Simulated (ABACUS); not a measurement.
GaP: band structure with rSCAN

**The experiment to reproduce.**

“Stacking defects in GaP nanowires: Electronic structure and optical properties”, 2018, arxiv:1810.01194 quotes, for a bulk crystal of GaP at 10 K: band gap 2.34 eV (indirect).

Crystal: GaP.

```
CELL_PARAMETERS angstrom
0.00000 2.72525 2.72525
2.72525 0.00000 2.72525
2.72525 2.72525 0.00000
ATOMIC_POSITIONS crystal
Ga 0.00000 0.00000 0.00000
P 0.25000 0.25000 0.25000
```

```json
{"Program": "ABACUS 3.10.1", "Task": "band structure", "Functional": "rSCAN", "Potentials or basis": "SG15 ONCV 1.2 PBE", "Cutoff": "1279 eV", "Density cutoff": "5116 eV", "Basis": "plane waves", "Occupations": "fermi-dirac, width 0.05 eV", "Spin": "no spin polarisation", "Radial cutoff of the potentials (pseudo_rcut)": "10 bohr", "Threshold of the eigensolver": "1e-07 Ry", "Density": "read from an earlier self-consistent run", "Path": "G-X-W-K-G-L-U-W-L-K, U-X", "Points for each segment of the path": "10", "SCF threshold on the density": "1e-08", "Max SCF steps": "100", "Eigensolver": "dav", "Mixing": "broyden", "Mixing share": "0.7", "Symmetry key": "-1", "Bands": "19"}
```

```yaml
Band_gap_along_the_path: 1.81 eV, indirect (least direct gap 1.98 eV)
```

Levels at the corners of the path, in eV from the Fermi level:
| point | band 5 | band 6 | band 7 | band 8 | band 9 | band 10 | band 11 | band 12 | band 13 | band 14 |
| --- | --- | --- | --- | --- | --- | --- | --- | --- | --- | --- |
| Γ | -15.19 | -14.02 | -0.89 | -0.89 | -0.89 | 1.10 | 3.20 | 3.20 | 3.20 | 8.38 |
| X | -15.17 | -10.88 | -8.00 | -3.73 | -3.73 | 1.02 | 1.14 | 10.27 | 10.27 | 11.00 |
| W | -15.18 | -10.78 | -7.80 | -4.61 | -4.46 | 4.21 | 4.26 | 5.59 | 5.67 | 11.39 |
| K | -15.18 | -10.92 | -7.79 | -4.99 | -3.28 | 1.54 | 4.25 | 7.83 | 7.87 | 8.94 |
| Γ | -15.19 | -14.02 | -0.89 | -0.89 | -0.89 | 1.10 | 3.20 | 3.20 | 3.20 | 8.38 |
| L | -15.18 | -11.82 | -7.84 | -2.09 | -2.09 | 0.94 | 4.14 | 4.14 | 7.94 | 10.63 |
| U | -15.18 | -10.92 | -7.79 | -4.99 | -3.28 | 1.54 | 4.25 | 7.83 | 7.87 | 8.94 |
| W | -15.18 | -10.78 | -7.80 | -4.61 | -4.46 | 4.21 | 4.26 | 5.59 | 5.67 | 11.39 |
| L | -15.18 | -11.82 | -7.84 | -2.09 | -2.09 | 0.94 | 4.14 | 4.14 | 7.94 | 10.63 |
| K | -15.18 | -10.92 | -7.79 | -4.99 | -3.28 | 1.54 | 4.25 | 7.83 | 7.87 | 8.94 |
| U | -15.18 | -10.92 | -7.79 | -4.99 | -3.28 | 1.54 | 4.25 | 7.83 | 7.87 | 8.94 |
| X | -15.17 | -10.88 | -8.00 | -3.73 | -3.73 | 1.02 | 1.14 | 10.27 | 10.27 | 11.00 |

Wall time 72 s on 4 MPI ranks on Intel(R) Xeon(R) Platinum 8259CL CPU @ 2.50GHz (Skylake/Cascade Lake), on a shared host, peak memory 0.48 GiB a rank.

Measured gap of GaP: 2.34 eV (indirect; 10 K; quoted in “Stacking defects in GaP nanowires: Electronic structure and optical properties”, 2018, arxiv:1810.01194). This calculation gives 1.81 eV (-0.53 eV). Spin-orbit coupling on Ga is left out. The value is that of rSCAN, without temperature or zero-point motion.

Caveat: the density is read from an earlier self-consistent run, whose mesh may be coarse.
